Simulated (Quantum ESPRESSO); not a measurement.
**SrCl2 in Quantum ESPRESSO: the effect of target pressure**

The system is SrCl2.

```
CELL_PARAMETERS angstrom
0.00000 3.48835 3.48835
3.48835 0.00000 3.48835
3.48835 3.48835 0.00000
ATOMIC_POSITIONS crystal
Sr 0.00000 0.00000 0.00000
Cl 0.75000 0.75000 0.75000
Cl 0.25000 0.25000 0.25000
```

Alike in all runs:

| Quantity | Value |
| --- | --- |
| Program | Quantum ESPRESSO 7.5 |
| Task | phonons |
| Functional | PBE |
| Potentials or basis | PseudoDojo 0.4.1 SR PBE standard |
| Cutoff | 925 eV |
| Density cutoff | 3701 eV |
| k mesh | 4 × 4 × 4, shifted |
| Occupations | fermi-dirac, width 0.05 eV |
| Spin | no spin polarisation |

Each run relaxes the cell or the atoms first.

Problem. One run gave: relaxed volume 26.97 Å³/atom; dielectric constant 2.99 mean; highest phonon frequency 194 cm⁻¹. Which target pressure did it use?
A. 8 GPa
B. 15 GPa
C. 0 GPa
D. 3 GPa
E. -3 GPa

Solution. D.

```csv
target pressure,relaxed volume (Å³/atom),dielectric constant (mean),highest phonon frequency (cm⁻¹)
-3 GPa,32.57,2.73,140
0 GPa,29.07,2.88,171
3 GPa,26.97,2.99,194
8 GPa,24.66,3.14,223
15 GPa,22.57,3.32,255
```

Caveats: the volume moved by over 15 % at a fixed basis, so the end points are rough (some runs); the cell is more than 3 GPa from zero pressure, which shifts response properties (some runs).
